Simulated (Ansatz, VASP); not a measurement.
# C in VASP and in Ansatz

```
C
1.0
    -2.42172    2.42172    2.42172
     2.42172   -2.42172    2.42172
     2.42172    2.42172   -2.42172
C
8
Direct
  0.32531 0.00000 0.00000
  0.67469 0.67469 0.67469
  0.00000 0.32531 0.00000
  0.00000 0.00000 0.32531
  0.00000 0.67469 0.00000
  0.32531 0.32531 0.32531
  0.67469 0.00000 0.00000
  0.00000 0.00000 0.67469
```

This isn't the form of C at room conditions, which is graphite.

Alike in both runs: task relaxation of cell and atoms; functional LDA; k mesh 8 × 8 × 8; occupations gaussian, width 0.02 eV; no spin polarisation.

|  | VASP | Ansatz |
| --- | --- | --- |
| version | VASP 6.6.1 | Ansatz 0.2.0 |
| potentials or method | VASP PAW LDA potentials, release 64 (C) | scalar-relativistic, plane waves, PAW |
| plane-wave cutoff (eV) | 600 | 420 |
| valence electrons in the cell | 32 | 32 |

VASP gave:

```
gap on the k mesh at the Fermi level, each at its own relaxed structure (eV) : 3.02
relaxed volume (Å³/atom)                                                     : 7.01
relaxed cell length with the largest relative difference (Å)                 : 4.177
energy change over the relaxation (meV/atom)                                 : -1
```

Q: What did Ansatz give for the same quantities?

A: gap on the k mesh at the Fermi level, each at its own relaxed structure (eV): 3.04; relaxed volume (Å³/atom): 7.00; relaxed cell length with the largest relative difference (Å): 4.175; energy change over the relaxation (meV/atom): -1.
